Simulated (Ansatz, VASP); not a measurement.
Ni: VASP beside Ansatz

```
Ni
1.0
    -1.25282    1.25282    1.25282
     1.25282   -1.25282    1.25282
     1.25282    1.25282   -1.25282
Ni
1
Direct
  0.00000 0.00000 0.00000
```

Change from the starting cell: volume scaled by 0.78, PAW files.

Alike in both runs: task single point; functional LDA; k mesh 22 × 22 × 22; occupations fermi-dirac, width 0.1 eV; collinear spin.

|  | VASP | Ansatz |
| --- | --- | --- |
| version | VASP 6.6.1 | Ansatz 0.2.0 |
| potentials or method | VASP PAW LDA potentials, release 64 (Ni) | PAW with Ansatz's default frozen-core files, scalar-relativistic |
| plane-wave cutoff (eV) | 520 | 420 |
| valence electrons in the cell | 10 | 18 |

Ansatz gave:

| Property | Result |
| --- | --- |
| pressure (GPa) | 111.6 |
| net moment per atom (μB) | 0.00 |

Q: What did VASP give for the same quantities?

A: Pressure (GPa): 111.1; net moment per atom (μB): 0.00.

The two sets of potentials don't hold the same shells in valence. Ansatz warned: «seeded_moment_not_kept».

Caveats: the cell as given lies far from equilibrium; so large a pressure means that the cell lies far from this level's equilibrium, or that cutoff or potentials fall short (VASP).
